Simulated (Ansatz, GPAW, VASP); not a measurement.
# Ge: 4 runs at one level of theory

```xyz
2
Lattice="0.0000 2.8289 2.8289 2.8289 0.0000 2.8289 2.8289 2.8289 0.0000" Properties=species:S:1:pos:R:3 pbc="T T T"
Ge    4.2434    4.2434    4.2434
Ge    2.8289    2.8289    2.8289
```

Alike in all runs: task single point; functional PBE; k mesh 8 × 8 × 8; occupations gaussian, width 0.02 eV; no spin polarisation; no spin-orbit coupling. Pressure is positive in compression and, in plane waves, holds the error of the finite cutoff.

```csv
program and potentials,plane-wave cutoff (eV),notes,band gap (eV),pressure (GPa)
"GPAW, GPAW PAW data sets (gpaw-data 1.2.1)",600,4 valence electrons an atom on average,0.09,3.84
"VASP, PBE PAW files Ge, 500 eV",500,4 valence electrons an atom on average,0.06,4.41
"Ansatz, all-electron LAPW, scalar-relativistic",-,-,0.04,3.57
"VASP, PBE PAW files Ge_d, 520 eV",520,14 valence electrons an atom on average,0.03,3.54
```

The band gap spans 0.03 (VASP, PBE PAW files Ge_d, 520 eV) to 0.09 eV (GPAW, GPAW PAW data sets (gpaw-data 1.2.1)), with all-electron results at 0.04. The pressure spans 3.54 (VASP, PBE PAW files Ge_d, 520 eV) to 4.41 GPa (VASP, PBE PAW files Ge, 500 eV), with all-electron results at 3.57.

Differences between rows come from potentials, basis sets and numerical settings, since the functional is the same but for its coding. Runs on potential files found faulty are left out.
